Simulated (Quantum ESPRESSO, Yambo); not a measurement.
# A GW chain in Yambo: SiC (Moissanite), part 2 of 3

Wanted: ground state, empty states, screening and self-energy for SiC (Moissanite).

Quantum ESPRESSO 7.5 and Yambo 5.3.0; PBE and many-body steps on it, plane waves. Known limits of the many-body steps: not at the basis limit; coarse k mesh.

So far. Step 2 (Ground state): The gap is indirect, with the least direct gap 1.11 eV higher.

## 3. Bands along the symmetry lines

Level of this step: DFT, PBE, plane waves, norm-conserving pseudopotentials (Quantum ESPRESSO).

The cheap functional maps the bands first; the places of the edges decide which points the dearer methods must see.

Input file pw.in:

```
&control
  calculation = 'bands'
  prefix = 'x'
  outdir = 'o'
  pseudo_dir = 'pseudo'
/
&system
  ibrav = 0
  nat = 12
  ntyp = 2
  ecutwfc = 74.0
  nbnd = 30
  force_symmorphic = .true.
/
&electrons
  conv_thr = 1e-9
  electron_maxstep = 80
  diago_full_acc = .true.
  diago_thr_init = 5e-6
/
ATOMIC_SPECIES
  Si 28.085 Si.upf
  C 12.011 C.upf
CELL_PARAMETERS angstrom
  3.0810000000 -0.0000000000 0.0000000000
  -1.5405000000 2.6682242691 0.0000000000
  0.0000000000 0.0000000000 15.1248000000
ATOMIC_POSITIONS crystal
  Si 0.0000000000 0.0000000000 0.0000000000
  Si 0.0000000000 0.0000000000 0.5000000000
  Si 0.3333333333 0.6666666667 0.1664000000
  Si 0.6666666667 0.3333333333 0.6664000000
  Si 0.6666666667 0.3333333333 0.3329000000
  Si 0.3333333333 0.6666666667 0.8329000000
  C 0.3333333333 0.6666666667 0.0412000000
  C 0.6666666667 0.3333333333 0.5412000000
  C 0.6666666667 0.3333333333 0.2080000000
  C 0.3333333333 0.6666666667 0.7080000000
  C 0.0000000000 0.0000000000 0.3746000000
  C 0.0000000000 0.0000000000 0.8746000000
K_POINTS crystal
  75
  0.00000000 0.00000000 0.00000000 1
  0.06250000 0.00000000 0.00000000 1
  0.12500000 0.00000000 0.00000000 1
  0.18750000 0.00000000 0.00000000 1
  0.25000000 0.00000000 0.00000000 1
  0.31250000 0.00000000 0.00000000 1
  0.37500000 0.00000000 0.00000000 1
  0.43750000 0.00000000 0.00000000 1
  0.50000000 0.00000000 0.00000000 1
  0.47916667 0.04166667 0.00000000 1
  0.45833333 0.08333333 0.00000000 1
  0.43750000 0.12500000 0.00000000 1
  0.41666666 0.16666666 0.00000000 1
  0.39583333 0.20833333 0.00000000 1
  0.37500000 0.25000000 0.00000000 1
  0.35416666 0.29166666 0.00000000 1
  0.33333333 0.33333333 0.00000000 1
  0.29166666 0.29166666 0.00000000 1
  0.25000000 0.25000000 0.00000000 1
  0.20833333 0.20833333 0.00000000 1
  0.16666666 0.16666666 0.00000000 1
  0.12500000 0.12500000 0.00000000 1
  0.08333333 0.08333333 0.00000000 1
  0.04166667 0.04166667 0.00000000 1
  0.00000000 0.00000000 0.00000000 1
  0.00000000 0.00000000 0.06250000 1
  0.00000000 0.00000000 0.12500000 1
  0.00000000 0.00000000 0.18750000 1
  0.00000000 0.00000000 0.25000000 1
  0.00000000 0.00000000 0.31250000 1
  0.00000000 0.00000000 0.37500000 1
  0.00000000 0.00000000 0.43750000 1
  0.00000000 0.00000000 0.50000000 1
  0.06250000 0.00000000 0.50000000 1
  0.12500000 0.00000000 0.50000000 1
  0.18750000 0.00000000 0.50000000 1
  0.25000000 0.00000000 0.50000000 1
  0.31250000 0.00000000 0.50000000 1
  0.37500000 0.00000000 0.50000000 1
  0.43750000 0.00000000 0.50000000 1
  0.50000000 0.00000000 0.50000000 1
  0.47916667 0.04166667 0.50000000 1
  0.45833333 0.08333333 0.50000000 1
  0.43750000 0.12500000 0.50000000 1
  0.41666666 0.16666666 0.50000000 1
  0.39583333 0.20833333 0.50000000 1
  0.37500000 0.25000000 0.50000000 1
  0.35416666 0.29166666 0.50000000 1
  0.33333333 0.33333333 0.50000000 1
  0.29166666 0.29166666 0.50000000 1
  0.25000000 0.25000000 0.50000000 1
  0.20833333 0.20833333 0.50000000 1
  0.16666666 0.16666666 0.50000000 1
  0.12500000 0.12500000 0.50000000 1
  0.08333333 0.08333333 0.50000000 1
  0.04166667 0.04166667 0.50000000 1
  0.00000000 0.00000000 0.50000000 1
  0.50000000 0.00000000 0.50000000 1
  0.50000000 0.00000000 0.43750000 1
  0.50000000 0.00000000 0.37500000 1
  0.50000000 0.00000000 0.31250000 1
  0.50000000 0.00000000 0.25000000 1
  0.50000000 0.00000000 0.18750000 1
  0.50000000 0.00000000 0.12500000 1
  0.50000000 0.00000000 0.06250000 1
  0.50000000 0.00000000 0.00000000 1
  0.33333333 0.33333333 0.50000000 1
  0.33333333 0.33333333 0.43750000 1
  0.33333333 0.33333333 0.37500000 1
  0.33333333 0.33333333 0.31250000 1
  0.33333333 0.33333333 0.25000000 1
  0.33333333 0.33333333 0.18750000 1
  0.33333333 0.33333333 0.12500000 1
  0.33333333 0.33333333 0.06250000 1
  0.33333333 0.33333333 0.00000000 1
```

On the command line:

```sh
> OMP_NUM_THREADS=1 mpirun -n 4 pw.x -nk 4 -in pw.in > pw.out
```

Log:

```text
[banner, memory and clock lines left out]
Program PWSCF v.7.5 starts

     Atomic positions and unit cell read from directory:
     o/x.save/

     Message from routine setup:
     using ibrav=0 with symmetry is DISCOURAGED, use correct ibrav instead

     G-vector sticks info

     bravais-lattice index     =            0
     lattice parameter (alat)  =       5.8222  a.u.
     unit-cell volume          =     839.0740 (a.u.)^3
     number of atoms/cell      =           12
     number of atomic types    =            2
     number of electrons       =        48.00
     number of Kohn-Sham states=           30
     kinetic-energy cutoff     =      74.0000  Ry
     charge density cutoff     =     296.0000  Ry
     Exchange-correlation= PBE
                           (   1   4   3   4   0   0   0)

     celldm(1)=   5.822246  celldm(2)=   0.000000  celldm(3)=   0.000000
     celldm(4)=   0.000000  celldm(5)=   0.000000  celldm(6)=   0.000000

     crystal axes: (cart. coord. in units of alat)
               a(1) = (   1.000000  -0.000000   0.000000 )
               a(2) = (  -0.500000   0.866025   0.000000 )
               a(3) = (   0.000000   0.000000   4.909056 )

     reciprocal axes: (cart. coord. in units 2 pi/alat)
               b(1) = (  1.000000  0.577350 -0.000000 )
               b(2) = (  0.000000  1.154701 -0.000000 )
               b(3) = ( -0.000000 -0.000000  0.203705 )
     Pseudo is Norm-conserving + core correction, Zval =  4.0
     Generated using ONCVPSP code by D. R. Hamann
     Using radial grid of 1510 points,  6 beta functions with:
     Pseudo is Norm-conserving + core correction, Zval =  4.0
     Generated using ONCVPSP code by D. R. Hamann
     Using radial grid of 1248 points,  4 beta functions with:
     Si                4.00    28.08500     Si( 1.00)
     C                 4.00    12.01100     C ( 1.00)

      6 Sym. Ops. (no inversion) found

   Cartesian axes

     site n.     atom                  positions (alat units)
         1        Si     tau(   1) = (   0.0000000   0.0000000   0.0000000  )
         2        Si     tau(   2) = (   0.0000000   0.0000000   2.4545278  )
         3        Si     tau(   3) = (  -0.0000000   0.5773503   0.8168668  )
         4        Si     tau(   4) = (   0.5000000   0.2886751   3.2713946  )
         5        Si     tau(   5) = (   0.5000000   0.2886751   1.6342246  )
         6        Si     tau(   6) = (  -0.0000000   0.5773503   4.0887523  )
         7        C      tau(   7) = (  -0.0000000   0.5773503   0.2022531  )
         8        C      tau(   8) = (   0.5000000   0.2886751   2.6567808  )
         9        C      tau(   9) = (   0.5000000   0.2886751   1.0210835  )
        10        C      tau(  10) = (  -0.0000000   0.5773503   3.4756113  )
        11        C      tau(  11) = (   0.0000000   0.0000000   1.8389322  )
        12        C      tau(  12) = (   0.0000000   0.0000000   4.2934599  )

     number of k points=    75
                       cart. coord. in units 2pi/alat
        k(    1) = (   0.0000000   0.0000000   0.0000000), wk =   0.0266667
        k(    2) = (   0.0625000   0.0360844   0.0000000), wk =   0.0266667
        k(    3) = (   0.1250000   0.0721688   0.0000000), wk =   0.0266667
[...]
[... 63 further rows ...]
        k(   74) = (   0.3333333   0.5773503   0.0127316), wk =   0.0266667
        k(   75) = (   0.3333333   0.5773503   0.0000000), wk =   0.0266667

     Dense  grid:    72085 G-vectors     FFT dimensions: (  32,  32, 160)

     The potential is recalculated from file :
     o/x.save/charge-density

     Starting wfcs are   48 randomized atomic wfcs

     Band Structure Calculation

     End of band structure calculation

          k = 0.0000 0.0000 0.0000 (  8941 PWs)   bands (ev):

    -5.9269  -5.4210  -5.3560  -3.8965  -3.8338  -2.3695   0.9408   3.2765
     3.3221   7.0856   7.1327   8.3758   8.3758   8.5558   8.5558   8.6806
     8.6806   9.1281   9.1281   9.2402   9.2402   9.4926   9.5283   9.5283
    14.6927  14.8641  15.2659  15.7771  15.8044  16.1863

          k = 0.0625 0.0361 0.0000 (  8945 PWs)   bands (ev):

[...]
14.9213  15.0966  15.4205  15.9077  15.9433  16.1881

          k = 0.1250 0.0722 0.0000 (  8956 PWs)   bands (ev):

[...]
14.7681  15.1013  15.1653  15.7857  16.0298  16.1932

[...]
k = 0.3333 0.5774 0.0127 (  9087 PWs)   bands (ev):

[...]
13.0279  13.0279  13.2846  14.5549  15.6784  15.6786

          k = 0.3333 0.5774 0.0000 (  9084 PWs)   bands (ev):

[...]
2.0716   2.3951   2.7614   2.7614   3.5158   3.5158   3.8560   4.7479
     4.9706   4.9706   6.1597   6.1597   6.3880   7.3203   7.4504   7.4504
    13.0216  13.0216  13.2744  14.5720  15.7371  15.7372

     XML data file, pseudopotentials, collected wavefunctions
```

Run time: 43 s. Hardware: 4 MPI ranks of Arm Neoverse V1, shared host; peak memory 0.41 GiB; 2.9 min of CPU time.

Numbers from this step:

- gap: 2.012 eV
- k of the valence top: 0, 0, 0
- k of the conduction bottom: 0.5, 0, 0.1875
- least direct gap: 3.123 eV

The gap is 2.012 eV, −0.005 eV from the run before at this level.

Electronic bands along the path, in eV, zero at the top of the highest filled band:

```
    point  band 21  band 22  band 23  band 24  band 25  band 26  band 27  band 28
        Γ    -0.29    -0.04     0.00     0.00     5.16     5.34     5.74     6.25
  halfway    -1.17    -1.09    -0.70    -0.54     3.67     3.89     4.38     5.01
        M    -1.84    -1.76    -1.66    -1.11     2.02     2.21     3.23     3.89
  halfway    -2.44    -2.22    -2.00    -1.77     2.85     3.50     4.51     4.92
        K    -3.14    -2.21    -2.08    -2.08     3.49     3.49     3.75     5.04
  halfway    -1.78    -1.73    -1.30    -0.72     4.79     4.86     4.97     5.06
        Γ    -0.29    -0.04     0.00     0.00     5.16     5.34     5.74     6.25
  halfway    -0.20    -0.20    -0.02    -0.02     5.18     5.30     5.81     6.15
        A    -0.09    -0.09    -0.09    -0.09     5.23     5.23     5.97     5.97
  halfway    -1.00    -1.00    -0.71    -0.71     3.77     3.77     4.73     4.73
        L    -1.72    -1.72    -1.31    -1.31     2.06     2.06     3.45     3.45
  halfway    -2.68    -2.68    -1.67    -1.67     3.20     3.20     4.48     4.48
        H    -2.63    -2.63    -2.27    -2.27     3.68     3.68     4.32     4.32
  halfway    -1.96    -1.96    -0.85    -0.85     4.74     4.74     5.12     5.12
        A    -0.09    -0.09    -0.09    -0.09     5.23     5.23     5.97     5.97
jump to L    -1.72    -1.72    -1.31    -1.31     2.06     2.06     3.45     3.45
  halfway    -2.00    -1.64    -1.53    -1.16     2.01     2.16     3.29     3.68
        M    -1.84    -1.76    -1.66    -1.11     2.02     2.21     3.23     3.89
jump to H    -2.63    -2.63    -2.27    -2.27     3.68     3.68     4.32     4.32
  halfway    -2.97    -2.33    -2.16    -2.16     3.58     3.58     3.91     4.80
        K    -3.14    -2.21    -2.08    -2.08     3.49     3.49     3.75     5.04
```

## 4. Empty states on the mesh, 6×6×1 mesh, 542 bands

The sums over transitions need many empty states on a uniform mesh; this step solves for them.

Input file pw.in:

```
&control
  calculation = 'nscf'
  prefix = 'x'
  outdir = 'o'
  pseudo_dir = 'pseudo'
/
&system
  ibrav = 0
  nat = 12
  ntyp = 2
  ecutwfc = 74.0
  nbnd = 542
  force_symmorphic = .true.
/
&electrons
  conv_thr = 1e-9
  electron_maxstep = 80
  diago_full_acc = .true.
  diago_thr_init = 5e-6
/
ATOMIC_SPECIES
  Si 28.085 Si.upf
  C 12.011 C.upf
CELL_PARAMETERS angstrom
  3.0810000000 -0.0000000000 0.0000000000
  -1.5405000000 2.6682242691 0.0000000000
  0.0000000000 0.0000000000 15.1248000000
ATOMIC_POSITIONS crystal
  Si 0.0000000000 0.0000000000 0.0000000000
  Si 0.0000000000 0.0000000000 0.5000000000
  Si 0.3333333333 0.6666666667 0.1664000000
  Si 0.6666666667 0.3333333333 0.6664000000
  Si 0.6666666667 0.3333333333 0.3329000000
  Si 0.3333333333 0.6666666667 0.8329000000
  C 0.3333333333 0.6666666667 0.0412000000
  C 0.6666666667 0.3333333333 0.5412000000
  C 0.6666666667 0.3333333333 0.2080000000
  C 0.3333333333 0.6666666667 0.7080000000
  C 0.0000000000 0.0000000000 0.3746000000
  C 0.0000000000 0.0000000000 0.8746000000
K_POINTS automatic
  6 6 1 0 0 0
```

Log:

```text
[banner, memory and clock lines left out]
Program PWSCF v.7.5 starts

     Atomic positions and unit cell read from directory:
     o/x.save/

     Message from routine setup:
     using ibrav=0 with symmetry is DISCOURAGED, use correct ibrav instead

     G-vector sticks info

     bravais-lattice index     =            0
     lattice parameter (alat)  =       5.8222  a.u.
     unit-cell volume          =     839.0740 (a.u.)^3
     number of atoms/cell      =           12
     number of atomic types    =            2
     number of electrons       =        48.00
     number of Kohn-Sham states=          542
     kinetic-energy cutoff     =      74.0000  Ry
     charge density cutoff     =     296.0000  Ry
     Exchange-correlation= PBE
                           (   1   4   3   4   0   0   0)

     celldm(1)=   5.822246  celldm(2)=   0.000000  celldm(3)=   0.000000
     celldm(4)=   0.000000  celldm(5)=   0.000000  celldm(6)=   0.000000

     crystal axes: (cart. coord. in units of alat)
               a(1) = (   1.000000  -0.000000   0.000000 )
               a(2) = (  -0.500000   0.866025   0.000000 )
               a(3) = (   0.000000   0.000000   4.909056 )

     reciprocal axes: (cart. coord. in units 2 pi/alat)
               b(1) = (  1.000000  0.577350 -0.000000 )
               b(2) = (  0.000000  1.154701 -0.000000 )
               b(3) = ( -0.000000 -0.000000  0.203705 )
     Pseudo is Norm-conserving + core correction, Zval =  4.0
     Generated using ONCVPSP code by D. R. Hamann
     Using radial grid of 1510 points,  6 beta functions with:
     Pseudo is Norm-conserving + core correction, Zval =  4.0
     Generated using ONCVPSP code by D. R. Hamann
     Using radial grid of 1248 points,  4 beta functions with:
     Si                4.00    28.08500     Si( 1.00)
     C                 4.00    12.01100     C ( 1.00)

      6 Sym. Ops. (no inversion) found

   Cartesian axes

     site n.     atom                  positions (alat units)
         1        Si     tau(   1) = (   0.0000000   0.0000000   0.0000000  )
         2        Si     tau(   2) = (   0.0000000   0.0000000   2.4545278  )
         3        Si     tau(   3) = (  -0.0000000   0.5773503   0.8168668  )
         4        Si     tau(   4) = (   0.5000000   0.2886751   3.2713946  )
         5        Si     tau(   5) = (   0.5000000   0.2886751   1.6342246  )
         6        Si     tau(   6) = (  -0.0000000   0.5773503   4.0887523  )
         7        C      tau(   7) = (  -0.0000000   0.5773503   0.2022531  )
         8        C      tau(   8) = (   0.5000000   0.2886751   2.6567808  )
         9        C      tau(   9) = (   0.5000000   0.2886751   1.0210835  )
        10        C      tau(  10) = (  -0.0000000   0.5773503   3.4756113  )
        11        C      tau(  11) = (   0.0000000   0.0000000   1.8389322  )
        12        C      tau(  12) = (   0.0000000   0.0000000   4.2934599  )

     number of k points=     7
                       cart. coord. in units 2pi/alat
        k(    1) = (   0.0000000   0.0000000   0.0000000), wk =   0.0555556
        k(    2) = (   0.0000000   0.1924501   0.0000000), wk =   0.3333333
        k(    3) = (   0.0000000   0.3849002   0.0000000), wk =   0.3333333
        k(    4) = (   0.0000000  -0.5773503   0.0000000), wk =   0.1666667
        k(    5) = (   0.1666667   0.2886751   0.0000000), wk =   0.3333333
        k(    6) = (   0.1666667   0.4811252   0.0000000), wk =   0.6666667
        k(    7) = (   0.3333333   0.5773503   0.0000000), wk =   0.1111111

     Dense  grid:    72085 G-vectors     FFT dimensions: (  32,  32, 160)

     The potential is recalculated from file :
     o/x.save/charge-density

     Starting wfcs are   48 randomized atomic wfcs +  494 random wfcs

     Band Structure Calculation

     End of band structure calculation

          k = 0.0000 0.0000 0.0000 (  8941 PWs)   bands (ev):

    -5.9269  -5.4210  -5.3560  -3.8965  -3.8338  -2.3695   0.9408   3.2765
     3.3221   7.0856   7.1327   8.3758   8.3758   8.5558   8.5558   8.6806
     8.6806   9.1281   9.1281   9.2402   9.2402   9.4926   9.5283   9.5283
[...]
[... 56 further rows ...]
[...]
146.0252 146.3521 147.1170 147.1170 147.2345 147.3968

          k = 0.0000 0.1925 0.0000 (  8976 PWs)   bands (ev):

[...]
[... 56 further rows ...]
[...]
145.9387 146.0562 146.1946 146.3938 146.4314 146.5478

          k = 0.0000 0.3849 0.0000 (  9014 PWs)   bands (ev):

[...]
32.1785  32.2578  32.9326  33.1263  33.3376  33.5735  33.6644  33.9672
     [... 56 further rows ...]
   143.5779 143.8219 144.0016 144.3319 144.5338 144.6424 144.8112 144.8649
   145.2726 145.2989 145.5333 145.6393 146.1326 146.1420

          k = 0.0000-0.5774 0.0000 (  9034 PWs)   bands (ev):

     [... further k-points ...]

     highest occupied, lowest unoccupied level (ev):     9.5283   11.5451

     XML data file, pseudopotentials, collected wavefunctions
```

Elapsed: 3.2 min, on 4 MPI ranks; peak memory 2 GiB; 13 min of CPU time.

Numbers from this step:

```yaml
gap: 2.017 eV
k_of_the_valence_top: 0, 0, 0
k_of_the_conduction_bottom: 0, -0.5, 0
least_direct_gap: 3.123 eV
k_points_computed: 7
lowest_point_of_the_top_converged_band_above_the_valence_top: 133.9373 eV
```

On this mesh the gap is 2.017 eV.

[end of part 2 of 3]

[Paths, hosts, dates, memory and timing lines, banners, echoed tables and standing remarks are left out of the program output.]

[Logs are printed without paths, hosts, clocks, repeated set-up lines and the standing remarks that a program may print on its own settings, such as how far it seeks lower states.]

[Runs of the session that timed out or met a known fault of the program may be left out.]

[Hosts, paths, dates, database ids (printed as entryN), source tags and the programs' standing remarks are cut or masked in the printed files.]
